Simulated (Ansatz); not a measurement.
## Relaxing Eu in the sc type

First guess:

```xyz
1
Lattice="3.2195 0.0000 0.0000 0.0000 3.2195 0.0000 0.0000 0.0000 3.2195" Properties=species:S:1:pos:R:3 pbc="T T T"
Eu    0.0000    0.0000    0.0000
```

Computed with DFT, PBE, PAW with Ansatz's default frozen-core files, scalar-relativistic in Ansatz 0.2.0.

Cell and atoms relax within the symmetry of the start on a 11×11×11 k mesh with 0.05 eV Fermi–Dirac smearing, from parallel moments.

The start is built from a prototype, known or not as a phase of this compound; the cutoff is 420 eV.

Where the f shell is localised, expect the real compound to differ from this run without U.

No spin–orbit coupling, which matters for the heavy atoms here.

The magnetic state is the one reached from parallel moments; other orders may lie lower.

(1) What is the pressure of the first guess?

(2) What does it relax to?

(3) How much energy does the relaxation release?

(4) What moment does the relaxed primitive cell (1 atom) carry?

## Answers

(1) 3.99 GPa.

(2) a = 3.493 Å, b = 3.493 Å, c = 3.493 Å, α = 90.00°, β = 90.00°, γ = 90.00° (conventional cell), 42.62 Å³ per atom:
Space group Pm-3m (No. 221). a = 3.493 Å, b = 3.493 Å, c = 3.493 Å, α = 90.00°, β = 90.00°, γ = 90.00°
```
atom  site  symmetry       x       y       z
  Eu    1a      m-3m  0.0000  0.0000  0.0000
```

(3) 93 meV/atom.

(4) 7.18 μB.
